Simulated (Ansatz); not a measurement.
## Ta under changes of volume

One of the cells (18.819 Å³/atom); the others are scaled copies at fixed shape and fractional positions:

```
Ta
1.0
     2.90037    0.00000    0.00000
    -1.45019    2.51180    0.00000
     0.00000    0.00000    5.16627
Ta
2
Cartesian
  0.0000 1.6745 1.2916
  1.4502 0.8373 3.8747
```

This isn't the form of Ta at room conditions, which is bcc.

| Item | Value |
| --- | --- |
| Program | Ansatz 0.2.0 |
| Functional | r2SCAN |
| Potentials or basis | Ansatz PAW |
| Cutoff | 500 eV (not typed: the program's choice for these potentials) |
| k mesh | 11 × 11 × 5 |
| Occupations | fermi-dirac, width 0.05 eV |
| Spin | no spin polarisation |

```tsv
volume (Å³/atom)	energy over the lowest point (meV/atom)	pressure (GPa)
17.689	21.34	9.3
18.066	5.41	4.5
18.442	0.00	0.3
18.819	?	?
19.195	16.93	-7.1
19.571	37.61	-10.3
19.948	65.45	-13.2
```

Q: What does the run at 18.819 Å³/atom give?

A: Energy over the lowest point 4.13 meV/atom; pressure -3.6 GPa.

Worked out: A Birch-Murnaghan fit of order 3 (a polynomial in V^(-2/3)) to the other rows has its minimum at 18.46 Å³/atom with B0 = V·E''(V) = 198 GPa and B' = 3.7 at fixed shape and positions, which overstates the stiffness. It gives 4.15 meV/atom at 18.819 Å³/atom, against the run's 4.13, and -dE/dV = -3.7 GPa, against -3.6.

Energies are extrapolated to zero smearing.

Caveats: the PAW data sets come from PBE, with cores solved anew for the run's functional, which leaves a small shift of forces and pressure.
